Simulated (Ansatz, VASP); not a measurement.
**BeS: VASP beside Ansatz**

```
CELL_PARAMETERS angstrom
0.00000 2.42500 2.42500
2.42500 0.00000 2.42500
2.42500 2.42500 0.00000
ATOMIC_POSITIONS crystal
Be 0.00000 0.00000 0.00000
S 0.75000 0.75000 0.75000
```

Alike in both runs: task single point; functional PBEsol; k mesh 14 × 14 × 14; occupations gaussian, width 0.05 eV; no spin polarisation.

```csv
,VASP,Ansatz
version,VASP 6.6.1,Ansatz 0.2.0
potentials or method,"VASP PAW PBE potentials, release 64 (Be, S)","scalar-relativistic, plane waves, PAW"
plane-wave cutoff (eV),520,420
valence electrons in the cell,8,8
```

|  | VASP | Ansatz | Ansatz less VASP |
| --- | --- | --- | --- |
| gap on the k mesh at the Fermi level (eV) | 2.93 | 2.92 | -0.003 |
| pressure (GPa) | -0.6 | -0.7 | -0.16 |

Caveats: the PAW data sets were made with another functional, which shifts forces and pressure a little (VASP). A k mesh can miss the band edges.
